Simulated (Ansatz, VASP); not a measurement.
# Hf in VASP and in Ansatz

```xyz
1
Lattice="-1.7453 1.7453 1.7453 1.7453 -1.7453 1.7453 1.7453 1.7453 -1.7453" Properties=species:S:1:pos:R:3 pbc="T T T"
Hf    0.0000    0.0000    0.0000
```

This isn't the form of Hf at room conditions, which is hcp.

Alike in both runs: functional PBEsol; k mesh 16 × 16 × 16; occupations gaussian, width 0.1 eV; no spin polarisation.

Ansatz relaxed the structure, and its values are those at the end. VASP's run is a single point on that final structure, the one shown.

```csv
,VASP,Ansatz
version,VASP 6.6.1,Ansatz 0.2.0
potentials or method,"VASP PAW PBE potentials, release 64 (Hf_pv)","scalar-relativistic, plane waves, PAW"
plane-wave cutoff (eV),520,420
valence electrons in the cell,10,26
```

Ansatz gave:

* gap on the k mesh at the Fermi level (eV): none
* pressure (GPa): 0.0

Q: What did VASP give for the same quantities?

A: gap on the k mesh at the Fermi level (eV): none; pressure (GPa): -0.3.

A gap of «none» marks a metal or a gap that the smearing closes. The two sets of potentials don't hold the same shells in valence.

Caveats: the PAW data sets were made with another functional, which shifts forces and pressure a little (VASP). The runs have no spin-orbit coupling, so splittings on Hf are missing.
